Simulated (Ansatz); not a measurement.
Crystal: BAs.

```
CELL_PARAMETERS angstrom
0.00000 2.38850 2.38850
2.38850 0.00000 2.38850
2.38850 2.38850 0.00000
ATOMIC_POSITIONS crystal
As 0.75000 0.75000 0.75000
B 0.00000 0.00000 0.00000
```

Base run:

```yaml
Program: Ansatz 0.2.0
Functional: PBE
Potentials_or_basis: Ansatz PAW
Cutoff: "420 eV (not typed: the program's choice for these potentials)"
k_mesh: 10 × 10 × 10
Occupations: fermi-dirac, width 0.05 eV
Spin: no spin polarisation
```

Its results: band gap on the k mesh 1.18 eV, indirect (least direct gap 3.28 eV); pressure 2.8 GPa.

**Question.** The run is repeated on the same cell with these changes: functional from PBE to LDA. What comes out?

**Answer.** Band gap on the k mesh 1.13 eV, indirect (least direct gap 3.25 eV); pressure -3.9 GPa.

LDA binds more tightly than PBE, so the same cell stands under less pressure.

Caveats: the PAW data sets come from PBE, with cores solved anew for the run's functional, which leaves a small shift of forces and pressure (some runs).
